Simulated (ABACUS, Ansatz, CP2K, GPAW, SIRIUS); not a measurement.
**The equilibrium volume of CuI, sorted by core time**

**What was measured.** The equilibrium volume of CuI (Marshite) (F-43m) is reported as 27.72 Å³/atom (arxiv:2305.18931). The runs below try to reproduce it.

Symmetry: F-43m, No. 216, cubic system. Conventional cell: a = 6.063 Å, b = 6.063 Å, c = 6.063 Å, α = 90.00°, β = 90.00°, γ = 90.00°. I (site symmetry -43m) is surrounded by 4 Cu at 2.63 Å. Cu (site symmetry -43m) is surrounded by 4 I at 2.63 Å.

| rung | level | program and potentials | cutoff (eV) | k mesh | smearing | task | core time | chip | equilibrium volume (Å³/atom) | miss | notes |
| --- | --- | --- | --- | --- | --- | --- | --- | --- | --- | --- | --- |
| GGA + dispersion | PBEsol+D3(BJ)+ATM | Ansatz, Ansatz PAW | 420 | 8 × 8 × 8 | fermi-dirac 0.05 | relaxation of cell and atoms | 18 s | Intel Xeon | 25.30 | -8.7 % | potentials made for PBE, which Ansatz adapts in part |
| meta-GGA | r2SCAN | Ansatz, Ansatz PAW | 500 | 8 × 8 × 8 | fermi-dirac 0.05 | relaxation of cell and atoms | 26 s | Arm Neoverse V1 | 27.32 | -1.4 % | potentials made for PBE, which Ansatz adapts in part |
| GGA | RPBE | Ansatz, Ansatz PAW | 420 | 8 × 8 × 8 | fermi-dirac 0.05 | relaxation of cell and atoms | 32 s | Intel Xeon Skylake/Cascade Lake | 29.69 | +7.1 % | potentials made for PBE, which Ansatz adapts in part |
| GGA | PBEsol | Ansatz, all-electron LAPW, scalar-relativistic | - | 8 × 8 × 8 | fermi-dirac 0.05 | relaxation of cell and atoms | 36 s | Arm Neoverse V1 | 26.20 | -5.5 % | - |
| LDA | LDA | Ansatz, all-electron LAPW, scalar-relativistic | - | 8 × 8 × 8 | fermi-dirac 0.05 | relaxation of cell and atoms | 42 s | Arm Neoverse V2 | 25.19 | -9.1 % | - |
| GGA + dispersion | PBEsol+D3(BJ) | Ansatz, Ansatz PAW | 420 | 8 × 8 × 8 | fermi-dirac 0.05 | relaxation of cell and atoms | 48 s | Intel Xeon Skylake/Cascade Lake | 25.15 | -9.3 % | potentials made for PBE, which Ansatz adapts in part |
| GGA | revPBE | Ansatz, all-electron LAPW, scalar-relativistic | - | 8 × 8 × 8 | fermi-dirac 0.05 | relaxation of cell and atoms | 55 s | Intel Xeon | 29.23 | +5.4 % | - |
| GGA | PBEsol | GPAW, PAW data sets generated for this functional | 600 | 6 × 6 × 6 | fermi-dirac 0.05 | equation of state | 62 s | Arm Neoverse V2 | 26.69 | -3.7 % | this data set often lies off other programs; far from this level's other runs, on another mesh |
| GGA + dispersion | revPBE+D4 | Ansatz, all-electron LAPW, scalar-relativistic | - | 8 × 8 × 8 | fermi-dirac 0.05 | relaxation of cell and atoms | 80 s | Intel Xeon Skylake/Cascade Lake | 26.41 | -4.7 % | - |
| GGA | PBE | GPAW, GPAW PAW data sets (gpaw-data 1.2.1) | 600 | 8 × 8 × 8 | fermi-dirac 0.05 | equation of state | 2.5 min | Intel Xeon Platinum 8259CL Skylake/Cascade Lake | 28.52 | +2.9 % | this data set often lies off other programs; far from this level's other runs, cause not traced |
| hybrid | HSE06 | Ansatz, Ansatz PAW | 420 | 4 × 4 × 4 | fermi-dirac 0.05 | relaxation of cell and atoms | 3.2 min | Intel Xeon Skylake/Cascade Lake | 28.45 | +2.6 % | coarse mesh; potentials made for PBE, which Ansatz adapts in part |
| GGA | PBE | CP2K, POTENTIAL_UZH I GTH-PBE-q7, Cu GTH-PBE-q11; TZVP-MOLOPT-PBE-GTH basis | - | 8 × 8 × 8 | fermi-dirac 0.05 | equation of state | 4.2 min | Arm Neoverse V2 | 28.60 | +3.2 % | atomic basis |
| GGA | PBE | SIRIUS, PseudoDojo 0.4.1 PBE standard (scalar relativistic) | 1254 | 8 × 8 × 8 | fermi-dirac 0.05 | equation of state | 6.7 min | AMD EPYC 7R43 Zen 3 | 28.16 | +1.6 % | - |
| GGA | PBEsol | ABACUS, PseudoDojo NC SR 0.4.1 PBEsol standard, plane waves | 1252 | 8 × 8 × 8 | fermi-dirac 0.05 | equation of state | 10 min | Intel Xeon Platinum 8259CL Skylake/Cascade Lake | 26.34 | -5.0 % | - |
| GGA | AM05 | ABACUS, GBRV ultrasoft 1.5 PBEsol, plane waves | 544 | 6 × 6 × 6 | fermi-dirac 0.05 | equation of state | 25 min | Intel Xeon Platinum 8259CL Skylake/Cascade Lake | 26.56 | -4.2 % | potentials made for PBEsol |

Times are single runs on shared hosts and different chips, so they are rough; meshes, cutoffs and the tasks' sizes weigh on the time. All rows: no spin polarisation. Smearing widths are in eV. Meshes differ between rows, which moves values too. Meshes are those of the run's cell of 2 atoms unless a note names another. Relaxations start from the cell shown or near it and stop with a little pressure left. The cell shown, of 27.86 Å³ an atom, is the runs' start and not the measured value. Misses use the values as printed. Runs on faulty files, with rough fits or with known faults for this quantity aren't shown. No row holds spin-orbit coupling.

By rung: LDA 25.19; GGA + dispersion 25.15 to 26.41; GGA 26.20 to 29.69; meta-GGA 27.32; GGA in atomic bases 28.60; hybrid on coarse meshes 28.45 (Å³/atom). Measured: 27.72 Å³/atom (arxiv:2305.18931). Closest, coarse meshes and atomic bases left aside, is r2SCAN (-1.4 %), and PBE misses by +1.6 % on plain settings. The runs are for a static lattice, while measurements hold temperature and zero-point motion.
